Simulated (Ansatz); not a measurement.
## Effect of tensor shear ε_yz = −1.68 % on BeO

The reference is BeO in the wurtzite structure (space group P6_3mc, No. 186; a = 2.690 Å, c = 4.370 Å). Axes: x lies along a and z along c of the hexagonal cell.

One thing is altered: tensor shear ε_yz = −1.68 % (engineering shear γ = -0.0336); the atoms relax in the strained cell.

The values are results of r2SCAN (Ansatz, a program for electronic structure, PAW, no spin-orbit coupling), not measurements. Settings: 14×14×8 k-points, 0.05 eV Fermi–Dirac smearing.

- Volume per atom = 6.85 Å³ (base 6.85 Å³)
- Space group = Cm (No. 8) (base P6_3mc (No. 186))
- Shortest interatomic distance = 1.633 Å (base 1.643 Å)
- Energy relative to the base (free energy F) = +3.6 meV/atom
- Pressure (mean of the normal stresses, compression positive) = 0.07 GPa (base 0.00 GPa)
- Band gap = 8.46 eV (base 8.55 eV)
- Gap character = direct at Γ (base direct at Γ)
- Valence-band top at Γ (three highest levels, from the VBM) = 0.00, -0.13, -0.20 eV (base 0.00, -0.04, -0.04 eV)
- Valley order (the lowest conduction-band minima on the path, energy above the VBM, named in the base's zone) = Γ 8.46 eV; L (0, 1/2, 1/2) 9.71 eV; L (1/2, 0, 1/2) 9.81 eV
- Stress (xx, yy, zz, yz, xz, xy; compression positive) = (0.09, -0.11, 0.25, 4.99, 0.00, 0.00) GPa

Stability against distortions was not tested. Labels are those of the standard path for the cell's own space group.
